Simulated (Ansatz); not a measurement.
**CuO: tests of the settings**

The task here is to estimate one member of a computed series from the others.

Computed with Ansatz 0.2.0 (DFT PBE, scalar-relativistic, plane waves, PAW for the base; runs at other levels say so in their headings and inputs, unless a step's input says otherwise).

1 further run of the same task is left out (set aside as unsound or not needed). Runs told in other sessions of the task aren't counted.

### The system as given

It takes space group Cccm (No. 66, orthorhombic). The conventional cell has a = 3.982 Å, b = 4.307 Å, c = 5.156 Å, α = 90.00°, β = 90.00°, γ = 90.00°. Cu (site symmetry 2/m) has 4 O at 1.95 Å in its first shell of neighbours. O (site symmetry 222) is surrounded by 4 Cu at 1.95 Å.

As a file:

```
Cu O
1.0
     1.99097   -2.15355    0.00000
     1.99097    2.15355    0.00000
     0.00000    0.00000    5.15593
Cu O
2 2
Cartesian
  0.9955 1.0768 0.0000
  0.9955 -1.0768 2.5780
  1.9910 0.0000 1.2890
  1.9910 0.0000 3.8669
```

The structure comes from the Materials Project (structure only); it is used as listed.

### The base run, which the others are set against

Input file input.yaml:

```yaml
crystal:
  lattice:
    - [1.990968, -2.15355, 0.0]
    - [1.990968, 2.15355, 0.0]
    - [0.0, 0.0, 5.155928]
  atoms:
    - { symbol: Cu, position: [0.0, 0.5, 0.0] }
    - { symbol: Cu, position: [0.5, 0.0, 0.5] }
    - { symbol: O, position: [0.5, 0.5, 0.25] }
    - { symbol: O, position: [0.5, 0.5, 0.75] }
basis:
  ecutwfc: 420
kpoints:
  mp_grid: { grid: [14, 14, 8] }
hamiltonian:
  xc: pbe
scf:
  occupations: { method: gaussian, width: 0.1 }
output:
  forces: true
  stress: true
  eigenvalues: true
  populations: true
```

It was run beforehand and gave: -3595.6387 eV/atom at zero smearing, pressure 1.41 GPa, largest force 0.000 eV/Å, no gap on the mesh, in 7 SCF cycles and 20 s.

The first run:

Input file input.yaml:

```yaml
crystal:
  lattice:
    - [1.990968, -2.15355, 0.0]
    - [1.990968, 2.15355, 0.0]
    - [0.0, 0.0, 5.155928]
  atoms:
    - { symbol: Cu, position: [0.0, 0.5, 0.0] }
    - { symbol: Cu, position: [0.5, 0.0, 0.5] }
    - { symbol: O, position: [0.5, 0.5, 0.25] }
    - { symbol: O, position: [0.5, 0.5, 0.75] }
basis:
  ecutwfc: 420
kpoints:
  mp_grid: { grid: [14, 14, 8] }
hamiltonian:
  xc: lda
scf:
  occupations: { method: gaussian, width: 0.1 }
output:
  forces: true
  stress: true
  eigenvalues: true
  write_density: true
  write_potential: true
  elf: true
  volumetric_format: npy
relax:
  adjacent_minimum: "off"
  f_tol: 0.01
  max_steps: 60
  cell: { stress_tol: 0.05 }
```

Command:

```bash
$ ansatz run input.yaml --threads 1 --pin off --max-ram 2560MiB --backend cpu --events-out ev --progress --plain --runs-dir out
```

Steps of the session up to this table: Relaxation, functional: LDA; Relaxing with functional PBEsol; Relaxing with functional PBE; Relaxation, functional: r2SCAN.

One table of the session follows, with a row left open; its other results are not shown here.

It belongs to the step «What the functional of a full relaxation changes». 

```
functional  a (Å)  b (Å)  c (Å)  volume (Å³/atom)
       LDA      ?      ?      ?                 ?
    PBEsol  4.085  4.101  5.092             10.66
       PBE  4.164  4.176  5.151             11.20
    r2SCAN  4.085  4.099  5.126             10.73
```

Estimate the missing values for LDA.

As computed: a (Å): 4.026; b (Å): 4.042; c (Å): 5.044; volume (Å³/atom): 10.26. In the column «a (Å)» it is the lowest.

Limits of these values: The final runs have no spin polarisation, so a magnetic state may lie lower.
